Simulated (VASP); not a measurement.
A run of VASP 6.6.1 is set up as follows.

The input INCAR:

```
SYSTEM = PtSe2
PREC = Accurate
ENCUT = 600
EDIFF = 1E-6
ISMEAR = 0
SIGMA = 0.03
LREAL = .False.
LASPH = .True.
NELM = 80
ALGO = Normal
ISIF = 3
LWAVE = .False.
LCHARG = .False.
GGA = PE
IVDW = 12
IBRION = 2
NSW = 90
EDIFFG = -0.01
KPAR = 4
```

KPOINTS

```
regular mesh
0
Gamma
  9 9 5
  0 0 0
```

File POSCAR:

```
PtSe2
1.0
    3.7240000000      0.0000000000      0.0000000000
   -1.8620000000      3.2250786037      0.0000000000
    0.0000000000      0.0000000000      5.0620000000
Pt Se
1 2
Direct
    0.0000000000      0.0000000000      0.0000000000
    0.3333333333      0.6666666667      0.2500000000
    0.6666666667      0.3333333333      0.7500000000
```

Potentials or basis: VASP PAW PBE potentials, release 64 (Pt, Se).

Run with:

```bash
$ cat potpaw_PBE.64/Pt/POTCAR potpaw_PBE.64/Se/POTCAR > POTCAR
$ mpirun -np 4 vasp_std > vasp.out
```

What does it give for the space group after relaxing (to 0.05 Å)?

P-3m1 (No. 164).

Estimate the band gap on the k mesh.

none (metal or under the smearing width).

What does it give for the relaxed volume?

19.74 Å³/atom.

Step by step:
```csv
step,energy change (eV),largest force (eV/Å),pressure (GPa),volume (Å³)
1,0.0000,0.6006,3.50,60.80
2,0.0320,0.3870,-5.82,64.77
3,-0.0234,0.1841,-0.55,62.31
4,-0.0234,0.1918,-0.48,62.28
5,-0.0282,0.1640,-0.42,61.93
6,-0.0396,0.0765,-0.22,60.88
7,-0.0415,0.1775,0.61,58.80
8,-0.0449,0.0420,0.19,59.80
9,-0.0491,0.0906,-0.42,59.66
10,-0.0495,0.1121,-0.67,59.60
11,-0.0493,0.0600,0.92,58.67
12,-0.0507,0.0292,0.08,59.15
13,-0.0508,0.0204,-0.01,59.21
14,-0.0509,0.0172,-0.04,59.23
15,-0.0509,0.0155,-0.02,59.24
16,-0.0509,0.0129,-0.08,59.26
17,-0.0509,0.0153,-0.06,59.25
18,-0.0509,0.0123,0.13,59.21
19,-0.0509,0.0006,0.03,59.23
20,-0.0509,0.0018,0.02,59.23
```

Caveat: pairwise dispersion overbinds metals, which lowers pressure and volume. The run has no spin-orbit coupling, so splittings on Pt are missing.
